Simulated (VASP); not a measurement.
# NaI: optical spectrum of independent particles, by functional and spin-orbit coupling

NaI, Fm-3m (no. 225), 2 atoms in the cell.

| Functional | Spin-orbit coupling | ε at zero frequency, electronic | Mean energy of the absorption, weighted by Im ε (eV) | Refractive index at 633 nm | Refractive index at 1064 nm | Direct gap on the mesh (eV) | Time (s) |
|---|---|---|---|---|---|---|---|
| PBE | no | 3.69 | 7.32 | 1.99 | 1.94 | 3.64 | 14 |
| LDA | no | 3.86 | 7.11 | 2.04 | 1.99 | 3.35 | 12 |
| PBEsol | no | 3.78 | 7.22 | 2.02 | 1.97 | 3.51 | 12 |
| r2SCAN | no | 3.34 | 7.97 | 1.87 | 1.84 | 4.44 | 96 |
| TB-mBJ | no | 2.93 | 8.61 | 1.74 | 1.72 | 5.57 | 109 |
| AM05 | no | 3.67 | 7.35 | 1.98 | 1.94 | 3.67 | 16 |
| PBE | yes | 3.73 | 7.28 | 2.00 | 1.95 | 3.30 | 66 |
| TB-mBJ | yes | 2.95 | 8.56 | 1.75 | 1.73 | 5.21 | 481 |

Limits: rows 1, 2, 3, 4, 5, 6: spin-orbit coupling is left out, which can matter with atoms this heavy; the pull between electron and hole is left out; rows 1, 2, 3, 4, 6, 7: the onset follows the functional's gap, which semilocal functionals usually make too small.

## Input of the first row

INCAR:
```
PREC = Accurate ; ENCUT = 300
ISMEAR = 0 ; SIGMA = 0.02
EDIFF = 1E-7 ; LASPH = True
KPAR = 4 ; LWAVE = True
LCHARG = False ; LOPTICS = True
ALGO = Normal ; NBANDS = 23
NEDOS = 2000 ; CSHIFT = 0.1
GGA = PE
```

KPOINTS:
```
k-points
0
Gamma
  12 12 12
```

POSCAR:
```
NaI
1.0
    0.0000000000      3.2364000000      3.2364000000
    3.2364000000      0.0000000000      3.2364000000
    3.2364000000      3.2364000000      0.0000000000
I Na
1 1
Direct
    0.5000000000      0.5000000000      0.5000000000
    0.0000000000      0.0000000000      0.0000000000
```

Commands:
```
cat potpaw_PBE.64/I/POTCAR potpaw_PBE.64/Na_pv/POTCAR > POTCAR
mpirun -np 4 vasp_std > vasp.out
```

Changes of row 7 against the first:
```
- NBANDS = 23
+ NBANDS = 46
+ LSORBIT = True
+ MAGMOM = 6*0
+ GGA_COMPAT = False
- vasp_std
+ vasp_ncl
```

VASP 6.6.1 took 14 s on 4 cores (AMD EPYC 9R45 (Zen 5)), a shared host.
